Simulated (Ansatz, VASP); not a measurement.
## AlN: VASP beside Ansatz

```
Al N
1.0
     3.04651    0.00000    0.00000
    -1.52326    2.63836    0.00000
     0.00000    0.00000    4.87834
Al N
2 2
Direct
  0.66667 0.33333 0.00000
  0.33333 0.66667 0.50000
  0.66667 0.33333 0.38200
  0.33333 0.66667 0.88200
```

Change from the starting cell: volume scaled by 0.94, ions relaxed.

Alike in both runs: functional PBE; k mesh 11 × 11 × 6; occupations fermi-dirac, width 0.02 eV; no spin polarisation.

Ansatz relaxed the structure, and its values are those at the end. VASP's run is a single point on that final structure, the one shown.

```csv
,VASP,Ansatz
version,VASP 6.6.1,Ansatz 0.2.0
potentials or method,"VASP PAW PBE potentials, release 64 (Al, N)","plane-wave PAW, scalar-relativistic"
plane-wave cutoff (eV),520,420
valence electrons in the cell,16,16
```

```csv
,VASP,Ansatz,Ansatz less VASP
gap on the k mesh at the Fermi level (eV),4.77,4.76,-0.015
pressure (GPa),18.5,18.7,+0.21
rms of the force components (eV/Å),0.010,0.010,+0.0004
```

Ansatz warned: «stress_scf_threshold_loose».

Caveats: so large a pressure means that the cell lies far from this level's equilibrium, or that cutoff or potentials fall short (VASP); an odd mesh through Γ misses points on the zone boundary, where band edges often lie.
